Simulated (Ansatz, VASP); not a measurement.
One calculation of NiO, two programs

Contents of POSCAR:

```
NiO
1.0
    0.0000000000      2.0942116207      2.0942116207
    2.0942116207      0.0000000000      2.0942116207
    2.0942116207      2.0942116207      0.0000000000
Ni O
1 1
Direct
    0.0000000000      0.0000000000      0.0000000000
    0.5000000000      0.5000000000      0.5000000000
```

The input INCAR.step1:

```
SYSTEM = NiO
PREC = Accurate ; ENCUT = 520
ISMEAR = 0 ; SIGMA = 0.02
LREAL = .False. ; LASPH = .True.
NELM = 150 ; ISPIN = 2
MAGMOM = 1.84 0.31 ; LMAXMIX = 4
NBANDS = 19 ; GGA = PE
ALGO = Normal ; EDIFF = 1E-4
LWAVE = .True. ; LCHARG = .False.
```

Contents of INCAR.step2:

```
SYSTEM = NiO
PREC = Accurate ; ENCUT = 520
EDIFF = 1E-6 ; ISMEAR = 0
SIGMA = 0.02 ; LREAL = .False.
LASPH = .True. ; NELM = 150
ALGO = Normal ; ISIF = 2
LWAVE = .False. ; LCHARG = .True.
ISPIN = 2 ; MAGMOM = 1.84 0.31
LORBIT = 11 ; LMAXMIX = 4
METAGGA = R2SCAN ; LMIXTAU = .True.
LELF = .True. ; LVHAR = .True.
NBANDS = 19 ; ISTART = 1
```

KPOINTS

```
Automatic mesh
0
Gamma
  12 12 12
  0 0 0
```

Input for Ansatz:

```yaml
crystal:
  lattice:
    - [0.0, 2.0942116207, 2.0942116207]
    - [2.0942116207, 0.0, 2.0942116207]
    - [2.0942116207, 2.0942116207, 0.0]
  atoms:
    - { symbol: Ni, position: [0.0, 0.0, 0.0], spin: 1.84 }
    - { symbol: O, position: [0.5, 0.5, 0.5], spin: 0.31 }
basis:
  ecutwfc: 500
kpoints:
  mp_grid: { grid: [12, 12, 12] }
hamiltonian:
  xc: r2scan
scf:
  occupations: { method: gaussian, width: 0.02 }
output:
  forces: false
  stress: false
  eigenvalues: true
  populations: true
  eigenstates:
    kpoints:
      - [0.0, 0.0, 0.5]
      - [0.0, 0.006666083, 0.506666083]
      - [0.0, -0.006666083, 0.493333917]
      - [0.006666083, 0.0, 0.506666083]
      - [-0.006666083, 0.0, 0.493333917]
      - [0.006666083, 0.006666083, 0.5]
      - [-0.006666083, -0.006666083, 0.5]
      - [0.004713632, 0.004713632, 0.509427264]
      - [-0.004713632, -0.004713632, 0.490572736]
      - [0.004713632, 0.009427264, 0.504713632]
      - [-0.004713632, -0.009427264, 0.495286368]
      - [0.009427264, 0.004713632, 0.504713632]
      - [-0.009427264, -0.004713632, 0.495286368]
      - [0.007697329, 0.007697329, 0.507697329]
      - [-0.007697329, -0.007697329, 0.492302671]
      - [0.0, 0.0, 0.0]
      - [0.0, 0.006666083, 0.006666083]
      - [0.0, -0.006666083, -0.006666083]
      - [0.006666083, 0.0, 0.006666083]
      - [-0.006666083, 0.0, -0.006666083]
      - [0.006666083, 0.006666083, 0.0]
      - [-0.006666083, -0.006666083, 0.0]
      - [0.004713632, 0.004713632, 0.009427264]
      - [-0.004713632, -0.004713632, -0.009427264]
      - [0.004713632, 0.009427264, 0.004713632]
      - [-0.004713632, -0.009427264, -0.004713632]
      - [0.009427264, 0.004713632, 0.004713632]
      - [-0.009427264, -0.004713632, -0.004713632]
      - [0.007697329, 0.007697329, 0.007697329]
      - [-0.007697329, -0.007697329, -0.007697329]
    e_range: [-2.323304, 2.323304]
magnetization:
  spin_polarized: true
checkpoint:
  read: start.run
  write: ck
  compress: false
  write_wavefunctions: false
  write_every: 100000
```

Alike in both runs: task single point; functional r2SCAN; k mesh 12 × 12 × 12; occupations gaussian, width 0.02 eV; collinear spin.

|  | VASP | Ansatz |
| --- | --- | --- |
| version | VASP 6.6.1 | Ansatz 0.2.0 |
| potentials or method | VASP PAW PBE potentials, release 64 (Ni, O) | scalar-relativistic, plane waves, PAW |
| plane-wave cutoff (eV) | 520 | 500 |
| valence electrons in the cell | 16 | 24 |

Ansatz gave:

```
gap on the k mesh at the Fermi level (eV)                     : 0.82
least direct gap on the mesh (eV)                             : 1.83
net moment per atom (μB)                                      : 1.00
size of the moment on the site where the two differ most (μB) : 1.67
```

Question: Which values does VASP return?

Answer: gap on the k mesh at the Fermi level (eV): 0.74; least direct gap on the mesh (eV): 1.75; net moment per atom (μB): 1.00; size of the moment on the site where the two differ most (μB): 1.69.

Site moments also hang on the region over which each program counts them. The functional is the same, so the differences come from potentials, cutoffs and numerics. The two sets of potentials don't hold the same shells in valence. Ansatz warned: «stability_check_not_made».

Caveats: a cell with one magnetic atom can't hold antiferromagnetic order, which such compounds often take. A k mesh can miss the band edges. r2SCAN opens gaps a little over a GGA but as a rule still falls short of measured ones.
